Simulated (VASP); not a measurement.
**From VASP inputs to Ansatz: InP (strained zincblende)**

INCAR

```
EDIFF = 1E-7
LWAVE = .FALSE.
LCHARG = .TRUE.
NELM = 120
IBRION = -1
LREAL = .FALSE.
ISMEAR = 0
ENCUT = 520
NBANDS = 16
SIGMA = 0.01
ISIF = 2
NSW = 0
PREC = Accurate
LELF = .TRUE.
ALGO = Normal
METAGGA = R2SCAN
LASPH = .TRUE.
```

KPOINTS

```
KPOINTS created by Atomic Simulation Environment
0
Gamma
8 8 8
0 0 0
```

KPOINTS_OPT

```
special points
6
Reciprocal
0.0000000000 0.0000000000 0.0000000000 1
-0.5000000000 -0.5000000000 0.0000000000 1
-0.3750000000 -0.3750000000 0.2500000000 1
-0.3750000000 0.0000000000 0.3750000000 1
0.0000000000 0.0000000000 0.5000000000 1
-0.5000000000 -0.2500000000 0.2500000000 1
```

POSCAR

```
In P
 1.0000000000000000
     0.0000000000000000    2.9242497584999998    2.9242497584999998
     2.9242497584999998    0.0000000000000000    2.9242497584999998
     2.9242497584999998    2.9242497584999998    0.0000000000000000
 In  P
   1   1
Cartesian
  0.0000000000000000  0.0000000000000000  0.0000000000000000
  1.4621248792499999  1.4621248792499999  1.4621248792499999
```

VASP ran with the recommended PBE PAW datasets (18 valence electrons in the cell).

Question: Translate these files to an Ansatz input.

Answer: 

```yaml
crystal:
  lattice:
    - [0.0, 2.9242497585, 2.9242497585]
    - [2.9242497585, 0.0, 2.9242497585]
    - [2.9242497585, 2.9242497585, 0.0]
  atoms:
    - { symbol: In, position: [0.0, 0.0, 0.0] }
    - { symbol: P, position: [0.25, 0.25, 0.25] }
kpoints:
  mp_grid: { grid: [8, 8, 8] }
  band_path:
    path:
      - [0.0, 0.0, 0.0]
      - [-0.5, -0.5, 0.0]
      - [-0.375, -0.375, 0.25]
      - [-0.375, 0.0, 0.375]
      - [0.0, 0.0, 0.5]
      - [-0.5, -0.25, 0.25]
    npoints: 1
hamiltonian:
  xc: r2scan
scf:
  occupations: { method: fixed }
  n_extra_bands: 4
output:
  forces: true
  stress: true
  eigenvalues: true
```

Other inputs would serve too.

|  | VASP | Ansatz |
| --- | --- | --- |
| gap between bands v and c | 1.21 eV | 1.20 eV |
| least direct gap | 1.21 eV | 1.20 eV |
| pressure | 2.1 GPa | 2.2 GPa |

The two codes use different PAW datasets and cutoffs. VASP's cell holds 18 valence electrons and Ansatz's 18. Ansatz's stress includes a Pulay correction; VASP's doesn't.
